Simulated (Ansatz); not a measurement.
**VO2 under strain — electric field gradients**

The cell is a structure deposited in the COD, relaxed with PBE at fixed cell and then changed (z stretched by 3 %, ions relaxed).

```
CELL_PARAMETERS angstrom
4.55460 0.00000 0.00000
0.00000 4.55460 0.00000
0.00000 0.00000 2.93838
ATOMIC_POSITIONS crystal
V 0.00000 0.00000 0.00000
V 0.50000 0.50000 0.50000
O 0.30157 0.30157 0.00000
O 0.19843 0.80157 0.50000
O 0.69843 0.69843 0.00000
O 0.80157 0.19843 0.50000
```

Sites (sets of like atoms) are named by element and the number of their first atom in this list.

Method: Kohn–Sham DFT in Ansatz, PBE, plane waves and PAW, scalar-relativistic, collinear spin, 420 eV cutoff, Γ-centred 10×10×16 k-points, Fermi–Dirac smearing 0.05 eV. Start moments as typed (μB): 1 on each V, none on the rest.

C_Q = eQV_zz/h, which is 24.18 MHz for Q = 1 b and V_zz = 10²¹ V/m²; η = (V_xx − V_yy)/V_zz.

51V: I = 7/2, Q = -52.00 mb; O-17: I = 5/2, Q = -25.58 mb. Q values from Pyykkö, Mol. Phys. 116, 1328 (2018).

(1) What field gradients does the calculation give at each kind of site?

Answers

(1) 

| site | atoms (order as listed) | first shell | V_zz (10²¹ V/m²) | η | C_Q (MHz) |
| --- | --- | --- | --- | --- | --- |
| V | 1, 2 | 6 O at 1.94–1.95 Å | -0.83 | 0.19 | 1.05 |
| O | 3, 4, 5, 6 | 3 V at 1.94–1.95 Å | -3.04 | 0.72 | 1.88 |

At O V_zz stands upright on the plane through its three neighbours (within 1°).

With no gap above 0.1 eV, as in a metal, the gradients converge slowly in k; expect changes of a tenth or more on a denser mesh. Semilocal functionals can leave a metal where correlation in the d or f shell opens a gap in the real compound, and that would change the values at and beside V. At this changed cell the PBE pressure is -5 GPa. All moments are parallel here, as the start or the cell imposes; many such compounds order antiparallel, where fields and spin densities carried over to other atoms largely cancel. The magnetic order is the one that the run reached from its start moments, not necessarily the measured one.
